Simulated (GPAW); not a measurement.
Runs of GPAW 26.7.0 on In. It takes space group Im-3m (No. 229, cubic). The conventional cell has a = 3.765 Å, b = 3.765 Å, c = 3.765 Å, α = 90.00°, β = 90.00°, γ = 90.00°. Around In (site symmetry m-3m) lie 8 In at 3.26 Å. This isn't the form of In at room conditions, which is tetragonal.

| task | level | potentials or basis | smearing | smearing order | k mesh for the DOS | dos width | gap on the mesh (eV) | pressure (GPa) |
| --- | --- | --- | --- | --- | --- | --- | --- | --- |
| single point | PBE | GPAW PAW data sets (gpaw-data 1.2.1), pw | gaussian 0.1 eV | - | - | - | none | 1.2 |
| density of states | PBEsol+D3(BJ) | PAW data sets generated in the run's folder for this functional, pw | methfessel-paxton 0.1 eV | 1 | 15 × 15 × 15 | 0 eV | none | -3.8 |
| single point | RPBE | the program's PAW data sets (release 1.2.1) made for this functional, pw | gaussian 0.1 eV | - | - | - | none | (a) |
| single point | PBE | GPAW PAW data sets (gpaw-data 1.2.1), pw | gaussian 0.02 eV | - | - | - | none | 1.2 |

Alike in all rows: no spin polarisation; cell as given; k mesh 10 × 10 × 10; cutoff (eV) 600.

Problem. Estimate the missing entries.

Solution. (a) 2.8.

Caveats: this smearing can pin the Fermi level at a band edge (some runs); pairwise dispersion overbinds metals, which lowers pressure and volume (some runs).

A k mesh can miss the band edges, and the runs leave out spin-orbit coupling on In.

A gap of «none» marks a metal or a gap under the smearing width.
